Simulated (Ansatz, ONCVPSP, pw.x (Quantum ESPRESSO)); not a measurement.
Equation-of-state test of one ONCV potential (molybdenum)

```json
{
  "Element": "molybdenum",
  "Generator": "ONCVPSP 4.0.1.1 (patched build)",
  "Type": "optimised norm-conserving Vanderbilt (ONCV)",
  "Functional": "LDA (Perdew-Wang 92)",
  "Relativity": "scalar-relativistic",
  "Frozen core": "[Ar] 3d10",
  "Valence charge": "14",
  "Reference configuration": "4s2 4p6 4d5 5s1",
  "Partial waves": "4s+5s: rc 1.50 bohr, ncon 4, nbas 7, qcut 7.5 1/bohr, 2 projectors; 4p: rc 1.45 bohr, ncon 3, nbas 6, qcut 11.5 1/bohr, 2 projectors, debl 1.5 Ha; 4d: rc 2.35 bohr, ncon 4, nbas 9, qcut 6.5 1/bohr, 1 projector",
  "Local potential": "polynomial inside 1.20 bohr (lpopt 4, dvloc0 6 Ha)",
  "Core correction": "Teter function, fcfact 1.5, rcfact 1.05"
}
```

Atomic tests: cutoffs needed: 34 Ha and 42 Ha (the cutoffs (Ha) at which the residual kinetic energy of the hardest occupied pseudo-wave falls to 1 and 0.1 mHa per electron); ghost test: no bound ghost flagged; no localised positive-energy state flagged; largest excitation error: +15 meV (all-electron minus pseudo) for 4s2 4p6 4d3 5s0, out of 4 test configurations.

Crystal test: diamond Mo in pw.x 7.5, no spin, 8³ k-points, Fermi–Dirac smearing 0.01 Ry, cutoffs 100/400 Ry. The reference is all-electron LAPW (Ansatz 0.2.0) with the same functional, mesh and smearing; V0 and B0 come from Birch–Murnaghan fits to the pressures at five volumes. Errors are pseudo minus all-electron; Δ is the rms difference of the E(V) curves that follow from these fits, minima aligned, over ±6 % about the mean V0. Mesh and smearing are coarse, so the numbers serve the comparison and aren't converged zero-temperature values; the lattice is a test structure that the element need not adopt.

```csv
V (Å³/atom),P all-electron (GPa),P pseudo (GPa)
20.611,6.66,7.52
21.154,2.96,3.75
21.696,-0.29,0.45
22.238,-3.14,-2.46
22.781,-5.66,-5.03
```

All-electron: a0 = 5.574 Å (V0 = 21.64 Å³/atom), B0 = 122.9 GPa.

Pseudopotential: mean pressure error (GPa): +0.74; a0 (Å): 5.585; a0 error (%): +0.20; B0 error (%): -0.5; Δ (meV/atom): 3.5.

Problem. At the middle volume, how do free energy and pressure move when the wave cutoff is lowered (ecutrho kept at four times it)?

Solution.

```json
{"cutoff (Ry)": "45", "shift of F (meV/atom)": "+2543.5", "shift of P (GPa)": "-54.47"}
{"cutoff (Ry)": "60", "shift of F (meV/atom)": "+500.2", "shift of P (GPa)": "-18.05"}
{"cutoff (Ry)": "80", "shift of F (meV/atom)": "+28.7", "shift of P (GPa)": "-1.84"}
```

The run at the middle volume (29 k-points, 8 iterations) took about 42 s on one core of a shared host (Neoverse-V1, 32 threads, 247 GiB, load 22).
